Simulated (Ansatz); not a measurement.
# ZnO (P6_3mc) at 2 levels of theory

One geometry, relaxed with PBE; plane waves with PAW potentials in Ansatz, scalar-relativistic. No spin polarisation. Gaps are the least over mesh and band path; pressure is positive in compression.

```
Zn O
1.0
     3.27965    0.00000    0.00000
    -1.63982    2.84026    0.00000
     0.00000    0.00000    5.29315
Zn O
2 2
Direct
  0.33333 0.66667 0.81046
  0.66667 0.33333 0.31046
  0.66667 0.33333 0.68955
  0.33333 0.66667 0.18955
```

| level | cutoff (eV) | k mesh | gap (eV) | pressure (GPa) |
| --- | --- | --- | --- | --- |
| PBE | 420 | 9×9×6 | 0.74 | 0.0 |

Problem. What comes out on the same cell with r2SCAN?

Solution.
```tsv
level	cutoff (eV)	k mesh	gap (eV)	pressure (GPa)
r2SCAN	500	9×9×6	1.17	-5.9
```

The cell was reached from a generator's guess, though it ends in a space group that the Crystallography Open Database lists for this formula.
